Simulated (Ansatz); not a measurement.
## CuO: computed DOS

```yaml
crystal:
  lattice:
    - [3.14794, 0.00000, 0.00000]
    - [-1.57397, 2.72620, 0.00000]
    - [0.00000, 0.00000, 5.38604]
  atoms:
    - { symbol: Cu, position: [0.33333, 0.66667, 0.00882] }
    - { symbol: Cu, position: [0.66667, 0.33333, 0.50882] }
    - { symbol: O, position: [0.33333, 0.66667, 0.36718] }
    - { symbol: O, position: [0.66667, 0.33333, 0.86718] }
```

The conventional cell has a = 3.148 Å, b = 3.148 Å, c = 5.386 Å, α = 90.00°, β = 90.00°, γ = 120.00°. Cu (atom 1) has 4 O at 1.93 to 1.97 Å as nearest neighbours. O (atom 3) is surrounded by 4 Cu at 1.93 to 1.97 Å.

The structure comes from a relaxation in the same program, started in the wurtzite type, and has space group P6_3mc. Whether it is a known phase or the ground state wasn't checked.

Without spin polarisation or U, such a compound can come out metallic where the real one is a magnetic insulator.

Level of theory: DFT, PBE, all-electron LAPW, scalar-relativistic in Ansatz 0.2.0.

Sampling and basis: a Γ-centred 13×13×7 k mesh, Fermi–Dirac smearing of 0.05 eV, basis error target 1 meV/atom, no spin polarisation.

States per eV and cell, averaged over 0.4 eV, from -6.2 to 5.6 eV, with energies (bin centres) from the Fermi level; empty bins are left out. The partial columns, the largest 4 alone, are projections on Löwdin-orthogonalised atomic shells (those that the program's projection atoms carry: the occupied ones and, for some elements, an empty d or f shell; other empty shells have no column), summed over atoms of an element. Weights on diffuse s and p shells depend on that basis and aren't pure angular character.

```json
{"E (eV)": "-6.1", "total": "1.48", "Cu 3d": "0.22", "O 2p": "1.04", "Cu 4s": "0.20", "O 2s": "0.01"}
{"E (eV)": "-5.7", "total": "6.91", "Cu 3d": "1.35", "O 2p": "4.64", "Cu 4s": "0.82", "O 2s": "0.04"}
{"E (eV)": "-5.3", "total": "1.77", "Cu 3d": "0.49", "O 2p": "1.15", "Cu 4s": "0.11", "O 2s": "0.01"}
{"E (eV)": "-4.9", "total": "8.96", "Cu 3d": "2.92", "O 2p": "5.79", "Cu 4s": "0.16", "O 2s": "0.01"}
{"E (eV)": "-4.5", "total": "8.86", "Cu 3d": "3.27", "O 2p": "5.44", "Cu 4s": "0.08", "O 2s": "0.00"}
{"E (eV)": "-4.1", "total": "2.02", "Cu 3d": "0.58", "O 2p": "1.41", "Cu 4s": "0.01", "O 2s": "0.00"}
{"E (eV)": "-2.5", "total": "1.81", "Cu 3d": "1.79", "O 2p": "0.01", "Cu 4s": "0.01", "O 2s": "0.00"}
{"E (eV)": "-2.1", "total": "12.38", "Cu 3d": "12.07", "O 2p": "0.19", "Cu 4s": "0.06", "O 2s": "0.03"}
{"E (eV)": "-1.7", "total": "10.72", "Cu 3d": "10.00", "O 2p": "0.47", "Cu 4s": "0.07", "O 2s": "0.10"}
{"E (eV)": "-1.3", "total": "4.92", "Cu 3d": "4.04", "O 2p": "0.65", "Cu 4s": "0.03", "O 2s": "0.11"}
{"E (eV)": "-0.9", "total": "5.45", "Cu 3d": "3.91", "O 2p": "1.31", "Cu 4s": "0.04", "O 2s": "0.08"}
{"E (eV)": "-0.5", "total": "5.55", "Cu 3d": "3.55", "O 2p": "1.79", "Cu 4s": "0.05", "O 2s": "0.06"}
{"E (eV)": "-0.1", "total": "5.49", "Cu 3d": "3.22", "O 2p": "2.09", "Cu 4s": "0.05", "O 2s": "0.04"}
{"E (eV)": "0.3", "total": "2.99", "Cu 3d": "1.62", "O 2p": "1.29", "Cu 4s": "0.03", "O 2s": "0.02"}
{"E (eV)": "0.7", "total": "0.70", "Cu 3d": "0.36", "O 2p": "0.33", "Cu 4s": "0.00", "O 2s": "0.00"}
{"E (eV)": "1.5", "total": "0.04", "Cu 3d": "0.00", "O 2p": "0.01", "Cu 4s": "0.02", "O 2s": "0.01"}
{"E (eV)": "1.9", "total": "0.08", "Cu 3d": "0.01", "O 2p": "0.02", "Cu 4s": "0.04", "O 2s": "0.02"}
{"E (eV)": "2.3", "total": "0.13", "Cu 3d": "0.01", "O 2p": "0.03", "Cu 4s": "0.07", "O 2s": "0.03"}
{"E (eV)": "2.7", "total": "0.19", "Cu 3d": "0.00", "O 2p": "0.04", "Cu 4s": "0.11", "O 2s": "0.03"}
{"E (eV)": "3.1", "total": "0.26", "Cu 3d": "0.00", "O 2p": "0.05", "Cu 4s": "0.15", "O 2s": "0.04"}
{"E (eV)": "3.5", "total": "0.31", "Cu 3d": "0.00", "O 2p": "0.06", "Cu 4s": "0.19", "O 2s": "0.05"}
{"E (eV)": "3.9", "total": "0.35", "Cu 3d": "0.00", "O 2p": "0.07", "Cu 4s": "0.22", "O 2s": "0.05"}
{"E (eV)": "4.3", "total": "0.44", "Cu 3d": "0.00", "O 2p": "0.08", "Cu 4s": "0.28", "O 2s": "0.05"}
{"E (eV)": "4.7", "total": "0.53", "Cu 3d": "0.00", "O 2p": "0.09", "Cu 4s": "0.34", "O 2s": "0.05"}
{"E (eV)": "5.1", "total": "0.64", "Cu 3d": "0.00", "O 2p": "0.10", "Cu 4s": "0.40", "O 2s": "0.05"}
{"E (eV)": "5.5", "total": "0.79", "Cu 3d": "0.01", "O 2p": "0.10", "Cu 4s": "0.47", "O 2s": "0.05"}
```

(1) Which of the resolved shells contributes most within 0.3 eV of the Fermi level?

(2) Where is the centre of the filled Cu 3d states between -14 eV and the top of the filled states?

Answers

(1) Cu 3d, with 58 % of all states there; O 2p follows with 39 %.

(2) -2.19 eV from the Fermi level.
